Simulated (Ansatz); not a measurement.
## ZnSe: levels along high-symmetry lines

```
Zn Se
1.0
     0.00000    2.83380    2.83380
     2.83380    0.00000    2.83380
     2.83380    2.83380    0.00000
Zn Se
1 1
Direct
  0.00000 0.00000 0.00000
  0.75000 0.75000 0.75000
```

Atoms are numbered in the order listed.

The cell comes from COD entry 9008857, which wasn't checked; take it as a given geometry.

These are results of DFT, LDA, all-electron LAPW, scalar-relativistic in Ansatz 0.2.0, not measurements.

The runs use a Γ-centred 8×8×8 k mesh, Fermi–Dirac smearing of 0.03 eV, basis error target 1 meV/atom, no spin polarisation.

Points in fractions of the reciprocal vectors of this cell: Γ (0, 0, 0), X (-0.5, -0.5, 0), U (-0.375, -0.375, 0.25), K (-0.375, 0, 0.375), L (0, 0, 0.5), W (-0.5, -0.25, 0.25). The path joins them by straight lines in the order Γ–X–U–K–Γ–L–W–X; legs that retrace an earlier one aren't tabulated. Energies are in eV from the top of the valence band.

Task: Is there a gap, and where are the band edges?

Result: 1.03 eV, direct at Γ.

Task: List the levels between -20 and 5.5 eV at the symmetry points.

Result: 
Γ: -13.32, -6.66 (×3), -6.30 (×2), 0.00 (×3), 1.03
X: -12.26, -6.62, -6.41 (×2), -6.25, -6.12, -4.82, -2.20 (×2), 2.81, 3.33
U: -12.28, -6.57, -6.45, -6.37, -6.27, -6.03, -4.78, -3.13, -1.80, 3.43, 5.47
K: -12.28, -6.57, -6.45, -6.37, -6.27, -6.03, -4.78, -3.13, -1.80, 3.43, 5.47
L: -12.53, -6.57 (×2), -6.28 (×2), -6.14, -5.29, -0.87 (×2), 2.35
W: -12.26, -6.54, -6.46, -6.33 (×2), -6.00, -4.75, -2.80, -2.69, 5.35, 5.44
